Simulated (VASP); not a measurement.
Here is a VASP 6.6.1 calculation.

File INCAR:

```
SYSTEM = In2O3
PREC = Accurate
ENCUT = 600
EDIFF = 1E-7
ISMEAR = 0
SIGMA = 0.03
LREAL = Auto
LASPH = .TRUE.
NELM = 80
ALGO = Normal
ISIF = 3
LWAVE = .FALSE.
LCHARG = .FALSE.
GGA = CA
IBRION = 2
NSW = 90
EDIFFG = -0.005
KPAR = 8
```

Contents of KPOINTS:

```
regular mesh
0
G
  4 4 4
  0 0 0
```

POSCAR

```
In2O3                                   
1.0
   -5.0359607153      5.0359607153      5.0359607153
    5.0359607153     -5.0359607153      5.0359607153
    5.0359607153      5.0359607153     -5.0359607153
  In              O             
    16    24
Direct
     0.2500000000000000    0.2166633689839357    0.9666633689839359
     0.7500000000000000    0.2833366310160643    0.5333366310160641
     0.9666633689839359    0.2500000000000000    0.2166633689839357
     0.5333366310160641    0.7500000000000000    0.2833366310160643
     0.2166633689839357    0.9666633689839359    0.2500000000000000
     0.2833366310160643    0.5333366310160641    0.7500000000000000
     0.7500000000000000    0.7833366310160641    0.0333366310160643
     0.2500000000000000    0.7166633689839359    0.4666633689839357
     0.0333366310160643    0.7500000000000000    0.7833366310160641
     0.4666633689839357    0.2500000000000000    0.7166633689839359
     0.7833366310160641    0.0333366310160643    0.7500000000000000
     0.7166633689839359    0.4666633689839357    0.2500000000000000
     0.5000000000000000    0.5000000000000000    0.5000000000000000
     0.5000000000000000    0.0000000000000000    0.0000000000000000
     0.0000000000000000    0.5000000000000000    0.0000000000000000
     0.0000000000000000    0.0000000000000000    0.5000000000000000
     0.5359661756477145    0.7719690017434655    0.5444250329982844
     0.7275439687451815    0.9915411426494301    0.9555749670017156
     0.9640338243522855    0.5084588573505699    0.2360028260957512
     0.7724560312548185    0.7280309982565345    0.2639971739042488
     0.5444250329982844    0.5359661756477145    0.7719690017434655
     0.9555749670017156    0.7275439687451815    0.9915411426494301
     0.2360028260957512    0.9640338243522855    0.5084588573505699
     0.2639971739042488    0.7724560312548185    0.7280309982565345
     0.7719690017434655    0.5444250329982844    0.5359661756477145
     0.9915411426494301    0.9555749670017156    0.7275439687451815
     0.5084588573505699    0.2360028260957512    0.9640338243522855
     0.7280309982565345    0.2639971739042488    0.7724560312548185
     0.4640338243522856    0.2280309982565344    0.4555749670017157
     0.2724560312548188    0.0084588573505699    0.0444250329982844
     0.0359661756477145    0.4915411426494301    0.7639971739042488
     0.2275439687451813    0.2719690017434657    0.7360028260957512
     0.4555749670017157    0.4640338243522856    0.2280309982565344
     0.0444250329982844    0.2724560312548188    0.0084588573505699
     0.7639971739042488    0.0359661756477145    0.4915411426494301
     0.7360028260957512    0.2275439687451813    0.2719690017434657
     0.2280309982565344    0.4555749670017157    0.4640338243522856
     0.0084588573505699    0.0444250329982844    0.2724560312548188
     0.4915411426494301    0.7639971739042488    0.0359661756477145
     0.2719690017434657    0.7360028260957512    0.2275439687451813
```

Potentials or basis: VASP PAW LDA potentials, release 64 (In_d, O).

The run is started by

```sh
$ cat potpaw_LDA.64/In_d/POTCAR potpaw_LDA.64/O/POTCAR > POTCAR
$ mpirun -np 8 vasp_std > vasp.out
```

(1) Predict the band gap on the k mesh.

Results:

(1) 1.17 eV, direct.

Caveat: spin-orbit coupling is left out, which moves the levels of the heavy elements.
